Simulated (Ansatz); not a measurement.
# ZnS: the cost of one run

Method: DFT r2SCAN, scalar-relativistic, plane waves, PAW, in Ansatz 0.2.0.

1 further run of the same task is left out (set aside as unsound or not needed).

## (1) The structure to begin with

Symmetry: F-43m, No. 216, cubic system. The conventional cell has a = 5.389 Å, b = 5.389 Å, c = 5.389 Å, α = 90.00°, β = 90.00°, γ = 90.00°. Zn (site symmetry -43m) is surrounded by 4 S at 2.33 Å. S (site symmetry -43m) has 4 Zn at 2.33 Å as nearest neighbours.

As a file:

```
CELL_PARAMETERS angstrom
0.00000 2.69451 2.69451
2.69451 0.00000 2.69451
2.69451 2.69451 0.00000
ATOMIC_POSITIONS crystal
Zn 0.00000 0.00000 0.00000
S 0.75000 0.75000 0.75000
```

This cell was relaxed beforehand with the same method: volume 19.56 Å³/atom, gap on the mesh 2.70 eV.

## (2) The reference cell

The reference gives a free energy of -4233.4503 eV, pressure 0.00 GPa, largest force 0.000 eV/Å and gap on the mesh 2.70 eV. It was computed beforehand with the settings of the runs below.

## (3) Breaking the symmetry

All atoms moved at random, sigma 0.1 Å a component. Displacements in the unstrained cell, with the mean shift removed:

```tsv
atom	ux (Å)	uy (Å)	uz (Å)
Zn1	0.020	0.107	-0.017
S2	-0.020	-0.107	0.017
```

## (4) The disturbed cell, one point

File input.yaml:

```yaml
crystal:
  lattice:
    - [0.0, 2.6945131931, 2.6945131931]
    - [2.6945131931, 0.0, 2.6945131931]
    - [2.6945131931, 2.6945131931, 0.0]
  atoms:
    - { symbol: Zn, position: [0.0130204924, -0.0191955055, 0.0267745305] }
    - { symbol: S, position: [0.7369795076, 0.7691955055, 0.7232254695] }
basis:
  ecutwfc: 500
kpoints:
  mp_grid: { grid: [8, 8, 8] }
hamiltonian:
  xc: r2scan
scf:
  occupations: { method: gaussian, width: 0.05 }
output:
  forces: true
  stress: true
  eigenvalues: true
```

Started as:

```bash
$ ansatz run input.yaml --threads 2 --pin off --max-ram 5120MiB --backend cpu --events-out ev --progress --plain --runs-dir out
```

**Question.** How long does this run take on 2 threads of Intel Xeon Platinum 8259CL at 2.50GHz (Skylake/Cascade Lake), shared host, and how much memory does it need?

About 13 s, with a peak of 0.66 GiB.
